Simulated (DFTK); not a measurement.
Crystal: Ag.

```
Ag
1.0
     0.00000    2.04275    2.04275
     2.04275    0.00000    2.04275
     2.04275    2.04275    0.00000
Ag
1
Cartesian
  0.0000 0.0000 0.0000
```

| Quantity | Value |
| --- | --- |
| Program | DFTK 0.8.2 |
| Task | relaxation of cell and atoms |
| Functional | PBE |
| Potentials or basis | SG15 1.2 (PBE) |
| Cutoff | 1415 eV |
| k mesh | 8 × 8 × 8 |
| Occupations | fermi-dirac, width 0.05 eV |
| Spin | no spin polarisation |

At the start: pressure 5.2 GPa; volume 17.05 Å³/atom.

Question: Where does the relaxation end?

Answer: Over 4 steps the energy falls by 13.6 meV/atom and the volume is 17.93 Å³/atom (+5.2 %); space group Fm-3m (No. 225, to 0.05 Å).

Step by step:
```tsv
step	energy change (eV)	largest force (eV/Å)	pressure (GPa)	volume (Å³)
1	0.0000	0.0000	5.22	17.05
2	-0.0095	0.0000	2.69	17.44
3	-0.0135	0.0000	0.32	17.87
4	-0.0136	0.0000	0.02	17.93
```

Final structure:
```
CELL_PARAMETERS angstrom
0.00000 2.07740 2.07740
2.07740 0.00000 2.07740
2.07740 2.07740 0.00000
ATOMIC_POSITIONS crystal
Ag 0.00000 0.00000 0.00000
```
